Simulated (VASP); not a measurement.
Wanted: the native input for a VASP 6.6.1 run.

```yaml
Task: relaxation of cell and atoms
Functional: r2SCAN
Potentials_or_basis: VASP PAW PBE potentials, release 64 (Ag)
Cutoff: 600 eV
k_mesh: 16 × 16 × 16
Occupations: methfessel-paxton, width 0.1 eV
Spin: no spin polarisation
Further_INCAR_settings: ALGO = Normal; EDIFF = 1e-07; IBRION = 2; EDIFFG = -0.005; NSW = 90; ISIF = 3
```

The structure of Ag lies in POSCAR:

```
Ag                                      
1.0
    0.0000000000      2.0530694954      2.0530694954
    2.0530694954      0.0000000000      2.0530694954
    2.0530694954      2.0530694954     -0.0000000000
  Ag            
     1
Direct
     0.0000000000000000    0.0000000000000000    0.0000000000000000
```

One way to write it, as run:

INCAR

```
SYSTEM = Ag
PREC = Accurate
ENCUT = 600
EDIFF = 1E-7
ISMEAR = 1
SIGMA = 0.1
LREAL = .FALSE.
LASPH = .TRUE.
NELM = 80
ALGO = Normal
ISIF = 3
LWAVE = .FALSE.
LCHARG = .FALSE.
METAGGA = R2SCAN
LMIXTAU = .TRUE.
IBRION = 2
NSW = 90
EDIFFG = -0.005
```

KPOINTS

```
Automatic mesh
0
G
  16 16 16
  0 0 0
```

Potentials or basis: VASP PAW PBE potentials, release 64 (Ag).

Run with:

```sh
$ cat potpaw_PBE.64/Ag/POTCAR > POTCAR
$ mpirun -np 1 vasp_std > vasp.out
```

Results of the run:

```json
{"Pressure after relaxing": "0.0 GPa", "Band gap on the k mesh": "none (metal or under the smearing width)"}
```

Caveat: the relaxation stopped at its first step, so nothing moved; the PAW data sets were made with another functional, which shifts forces and pressure a little.

It took 63 s on 1 thread of AMD EPYC 9R45 96-Core Processor (Zen 5), with other jobs on the host, peak memory 0.14 GiB.
